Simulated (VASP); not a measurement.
A run of VASP 6.6.1 is set up as follows.

The input INCAR:

```
ALGO = Normal
EDIFF = 1E-7
ENCUT = 520
GGA = PE
ISIF = 2
ISMEAR = -1
LASPH = T
LCHARG = F
LREAL = F
LWAVE = F
NBANDS = 10
NELM = 60
PREC = Accurate
SIGMA = 0.1
```

The input KPOINTS:

```
k-points
0
Gamma
  4 4 4
```

POSCAR

```
K
1.0
    0.0000000000      2.5240000000      2.5240000000
    2.5240000000      0.0000000000      2.5240000000
    2.5240000000      2.5240000000      0.0000000000
K
1
Direct
    0.0000000000      0.0000000000      0.0000000000
```

Potentials or basis: VASP PAW PBE potentials, release 64 (K_sv).

The run is started by

```bash
$ cat potpaw_PBE.64/K_sv/POTCAR > POTCAR
$ mpirun -np 1 vasp_std > vasp.out
```

**Question.** Predict the band gap on the k mesh.

**Answer.** None (metal or under the smearing width).

**Question.** Predict the pressure.

**Answer.** 12.9 GPa.

Caveat: the k mesh is coarse (spacing up to 0.54 Å⁻¹), so the values aren't converged.
